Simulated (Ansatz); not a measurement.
# Structure relaxation of CO₂

Theory: DFT PBE, scalar-relativistic, plane waves, PAW (Ansatz). Cutoff 420 eV, Γ-centred k mesh, Gaussian smearing, no spin polarisation in the final step.

The start puts CO₂ on the tetragonal zirconia structure type (P4_2/nmc, No. 137), with C in place of Zr, at a guessed volume.

```
CELL_PARAMETERS angstrom
3.73278 0.00000 0.00000
0.00000 3.73278 0.00000
0.00000 0.00000 5.37377
ATOMIC_POSITIONS crystal
C 0.00000 0.00000 0.00000
C 0.50000 0.50000 0.50000
O 0.00000 0.50000 0.20300
O 0.00000 0.50000 0.70300
O 0.50000 0.00000 0.29700
O 0.50000 0.00000 0.79700
```

Cell and atoms relax at zero pressure; the relaxation can't lower the symmetry of the start. After a coarse first stage the cell is made exact in the group found at 0.06 Å.

Energies over the elements count from the elements' standard structures at the same level (O₂ as a molecule), with no empirical corrections.

Task: What does it relax into?

Result: It keeps P4_2/nmc (No. 137), but not the shape of the type it started on. Conventional cell: a = 2.334 Å, c = 10.511 Å. Around C lie 4 O at 1.43 Å; O is coordinated by 2 C at 1.43 Å.

Space group P4_2/nmc:1 (No. 137). a = 2.334 Å, b = 2.334 Å, c = 10.511 Å, α = 90.00°, β = 90.00°, γ = 90.00°
```tsv
atom	site	symmetry	x	y	z
C	2a	-4m2	0.0000	0.0000	0.0000
O	4d	2mm.	0.0000	0.5000	0.0785
```

Task: What are its volume, energy, density and gap?

Result: The volume per atom is 9.5 Å³, the density is 2.6 g/cm³ and the energy over the elements is -0.634 eV/atom. The gap on the 10×10×4 mesh is 3.93 eV.

The final run used a 10×10×4 mesh on its 6-atom cell and 0.02 eV smearing. No dispersion correction is applied, so the spacing between layers, chains or molecules is poorly fixed, and with it the volume and density. A later test with randomly moved atoms came back to it. The steps took of the order of 5 core-minutes in all.

This form isn't the usual stable structure of the compound.